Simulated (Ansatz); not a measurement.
CdSiP2: response to strain

Base system: CdSiP2 in the chalcopyrite structure (space group I-42d, No. 122; a = 5.644 Å, c = 10.500 Å). Axes: x, y, z lie along a, b, c of the conventional cell.

Strains are applied to the cell and any free atomic positions relax; under biaxial strain the out-of-plane vector relaxes too; under stress the whole cell relaxes.

Method: Ansatz (a program for electronic structure) PBEsol, spin-orbit coupling left out.

Notes on the quantities. energy relative to the base: free energy F.

| variant | hole mass | electron mass | energy relative to the base | band gap |
|---|---|---|---|---|
| base | 0.14 mₑ along c, 0.42 mₑ across (at Γ) | 0.72 mₑ along c, 0.27 mₑ across (at Γ) | 0 meV/atom | 1.24 eV |
| biaxial strain +2.22 %, plane normal [001], relaxed out of plane | 0.14 mₑ out of plane, 0.42 mₑ in plane (at Γ) | 0.74 mₑ out of plane, 0.29 mₑ in plane (at Γ) | +6.2 meV/atom | 1.04 eV |
| uniaxial strain ε_zz = +0.90 % | 0.14 mₑ along z, 0.43 mₑ across (at Γ) | 0.72 mₑ along z, 0.27 mₑ across (at Γ) | +0.6 meV/atom | 1.31 eV |
| uniaxial stress, 3 GPa compression along z | 0.15 mₑ along z, 0.41 mₑ across (at Γ) | 0.84 mₑ along z, 0.29 mₑ across (at Γ) | +13 meV/atom | 0.81 eV |

Masses are band curvatures over ±0.01 Å⁻¹ around the edge. Beyond what the load breaks, stability against distortions was not tested.
